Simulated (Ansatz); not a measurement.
## Relaxing AlN

The calculation used DFT PBE, scalar-relativistic, plane waves, PAW (Ansatz 0.2.0). (420 eV cutoff, 8×8×6 k-mesh, Gaussian smearing of 0.02 eV, no spin polarisation)

What was changed: uniaxial strain along c, with a, b and atoms relaxed: -3.0 %.

Command:

```bash
ansatz run input.yaml --threads 1 --pin off --max-ram 2560MiB --backend cpu --events-out ev --progress --plain --runs-dir out
```

Input:

```yaml
crystal:
  lattice:
    - [2.2180990087, 2.2180990087, 0.0]
    - [-2.2180990087, 2.2180990087, 0.0]
    - [0.0, 0.0, 4.2710789844]
  atoms:
    - { symbol: Al, position: [0.0, 0.0, 0.0] }
    - { symbol: Al, position: [0.5, 0.5, 0.5] }
    - { symbol: "N", position: [0.5, 0.0, 0.25] }
    - { symbol: "N", position: [0.0, 0.5, 0.75] }
basis:
  ecutwfc: 420
kpoints:
  mp_grid: { grid: [8, 8, 6] }
hamiltonian:
  xc: pbe
scf:
  occupations: { method: gaussian, width: 0.02 }
output:
  forces: true
  stress: true
  eigenvalues: true
relax:
  adjacent_minimum: "off"
  f_tol: 0.008
  max_steps: 40
  cell: { stress_tol: 0.015, fix: [c, angles] }
```

F is the free energy. Steps run on the plane waves of an earlier cell, but the last one, and at times one on the way, on a freshly chosen basis, so a repeated geometry can differ a little in energy. The held parts of the cell keep their stress, so P needn't end at zero.

Steps:

```csv
step,F − F(1) (eV),largest force component (eV/Å),V (Å³/atom),P (GPa)
1,0.0000,0.000,10.507,2.96
2,-0.0005,0.000,10.542,2.26
3,-0.0004,0.000,10.575,1.59
4,-0.0014,0.000,10.575,1.63
5,-0.0014,0.000,10.578,1.59
6,-0.0014,0.000,10.578,1.59
```

Relaxed structure:

```cif
data_structure
_symmetry_space_group_name_H-M 'P 1'
_symmetry_Int_Tables_number 1
_cell_length_a 3.1474
_cell_length_b 3.1474
_cell_length_c 4.2711
_cell_angle_alpha 90.000
_cell_angle_beta 90.000
_cell_angle_gamma 90.000
_cell_volume 42.31
loop_
_atom_site_label
_atom_site_type_symbol
_atom_site_fract_x
_atom_site_fract_y
_atom_site_fract_z
_atom_site_occupancy
Al1 Al 0.00000 0.00000 0.00000 1
Al2 Al 0.50000 0.50000 0.50000 1
N1 N 0.50000 0.00000 0.25000 1
N2 N 0.00000 0.50000 0.75000 1
```

Symmetry: I-4m2, No. 119, tetragonal system. Conventional cell: a = 3.147 Å, b = 3.147 Å, c = 4.271 Å, α = 90.00°, β = 90.00°, γ = 90.00°. Al (site symmetry -4m2) is surrounded by 4 N at 1.90 Å. N (site symmetry -4m2) is surrounded by 4 Al at 1.90 Å.

The run converged. The run took 19 s on 1 thread of Intel(R) Xeon(R) Platinum 8488C (Sapphire Rapids), on a shared host, peak memory 0.4 GiB.